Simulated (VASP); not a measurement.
A run of VASP 6.6.1 is set up as follows.

File INCAR:

```
PREC = Accurate
ENCUT = 600
EDIFF = 1E-7
ISMEAR = 0
SIGMA = 0.03
LREAL = False
LASPH = True
NELM = 80
ALGO = Normal
ISIF = 3
LWAVE = False
LCHARG = False
GGA = PS
IBRION = 2
NSW = 90
EDIFFG = -0.005
KPAR = 2
```

KPOINTS

```
Automatic mesh
0
Gamma
  10 10 10
```

POSCAR

```
TiO2                                    
1.0
   -1.8860493893      1.8860493893      4.7794972993
    1.8860493893     -1.8860493893      4.7794972993
    1.8860493893      1.8860493893     -4.7794972993
  Ti              O             
     2     4
Direct
     0.0000000000000000    0.0000000000000000    0.0000000000000000
     0.7500000000000000    0.2500000000000000    0.5000000000000000
     0.2075587146242187    0.2075587146242187    0.0000000000000000
     0.9575587146242187    0.4575587146242186    0.5000000000000000
     0.5424412853757813    0.0424412853757814    0.5000000000000000
     0.7924412853757813    0.7924412853757813    0.0000000000000000
```

Potentials or basis: VASP PAW PBE potentials, release 64 (Ti_sv, O).

Command:

```console
$ cat potpaw_PBE.64/Ti_sv/POTCAR potpaw_PBE.64/O/POTCAR > POTCAR
$ mpirun -np 2 vasp_std > vasp.out
```

(1) Estimate the band gap on the k mesh.

Results:

(1) 2.09 eV, indirect (least direct gap 2.42 eV).

Caveat: the relaxation stopped at its first step, so nothing moved.
